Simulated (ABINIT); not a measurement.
The system is Ga.

```
Ga
1.0
     1.45000   -4.06500    0.00000
     1.45000    4.06500    0.00000
     0.00000    0.00000    3.17000
Ga
2
Direct
  0.13300 0.86700 0.75000
  0.86700 0.13300 0.25000
```

This isn't the form of Ga at room conditions, which is orthorhombic.

| Quantity | Value |
| --- | --- |
| Program | ABINIT 10.8.3 (patched build) |
| Task | relaxation of cell and atoms |
| Functional | r2SCAN |
| Potentials or basis | JTH PAW PBE v2.0 |
| Cutoff | 544 eV |
| k mesh | 8 × 8 × 7 |
| Occupations | fermi-dirac, width 0.05 eV |
| Spin | no spin polarisation |

At the start: pressure -1.5 GPa; volume 18.68 Å³/atom.

Task: Where does the relaxation end?

Result: Over 8 steps the energy falls by 7.4 meV/atom and the volume is 18.21 Å³/atom (-2.6 %); space group Cmcm (No. 63, to 0.05 Å).

Step by step:
| step | energy change (eV) | largest force (eV/Å) | pressure (GPa) | volume (Å³) |
| --- | --- | --- | --- | --- |
| 1 | 0.0000 | 0.2657 | -1.48 | 37.37 |
| 2 | -0.0032 | 0.2376 | -1.27 | 37.20 |
| 3 | -0.0129 | 0.0020 | 0.62 | 36.02 |
| 4 | -0.0133 | 0.0303 | 0.32 | 36.19 |
| 5 | -0.0138 | 0.0368 | 0.10 | 36.31 |
| 6 | -0.0145 | 0.0215 | -0.19 | 36.48 |
| 7 | -0.0147 | 0.0016 | -0.17 | 36.47 |
| 8 | -0.0147 | 0.0130 | -0.07 | 36.41 |

Final structure:
```
Ga
1.0
     1.43735   -4.08713    0.00000
     1.43735    4.08713    0.00000
     0.00000    0.00000    3.09908
Ga
2
Direct
  0.13622 0.86378 0.75000
  0.86378 0.13622 0.25000
```

Caveat: the PAW data sets were made with another functional, which shifts forces and pressure a little.
